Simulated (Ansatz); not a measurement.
Bulk crystal (AlRu) after relaxation:

```
Al Ru
1.0
     2.98262    0.00000    0.00000
     0.00000    2.98262    0.00000
     0.00000    0.00000    2.98262
Al Ru
1 1
Direct
  0.00000 0.00000 0.00000
  0.50000 0.50000 0.50000
```

Miller indices refer to the conventional cell of Pm-3m (No. 221), a = 2.983 Å, b = 2.983 Å, c = 2.983 Å, α = 90.00°, β = 90.00°, γ = 90.00°.

The (111) slab of 14 planes, 11.2 Å thick with 15 Å of vacuum as cut; outer planes Al (top) and Ru (bottom).

Theory: Ansatz 0.2.0, DFT r2SCAN, scalar-relativistic, plane waves, PAW. Plane waves to 500 eV, a k mesh through Γ of 9×9×1 on the computed 14-atom cell and Gaussian smearing (0.10 eV); no spin polarisation. A dipole correction removes the field between periodic images along c.

With the atoms at the bulk's places:

```
Surface energy (mean of both faces)   : 3.18 J/m²
Work function                         : 4.59 eV (top), 4.14 eV (bottom)
Dipole of the slab along +c, per cell : -0.04 e·Å
```

Q: What changes when all atoms relax within this surface cell and its symmetry?

A: The energy falls by 0.095 J/m² a face, and the largest move is 0.16 Å.

```
Surface energy (mean of both faces)   : 3.09 J/m²
Work function                         : 4.59 eV (top), 4.46 eV (bottom)
Dipole of the slab along +c, per cell : -0.01 e·Å
```

| plane (bottom to top) | atoms | spacing to next, bulk (Å) | relaxed (Å) | change (%) |
| --- | --- | --- | --- | --- |
| 1 | Ru | 0.861 | 0.740 | -14.1 |
| 2 | Al | 0.861 | 0.766 | -11.0 |
| 3 | Ru | 0.861 | 0.948 | +10.1 |
| 4 | Al | 0.861 | 0.838 | -2.7 |
| 5 | Ru | 0.861 | 0.832 | -3.3 |
| 6 | Al | 0.861 | 0.863 | +0.3 |
| 7 | Ru | 0.861 | 0.891 | +3.5 |
| 8 | Al | 0.861 | 0.847 | -1.6 |
| 9 | Ru | 0.861 | 0.881 | +2.3 |
| 10 | Al | 0.861 | 0.830 | -3.6 |
| 11 | Ru | 0.861 | 0.841 | -2.4 |
| 12 | Al | 0.861 | 0.952 | +10.6 |
| 13 | Ru | 0.861 | 0.649 | -24.6 |
| 14 | Al |  |  |  |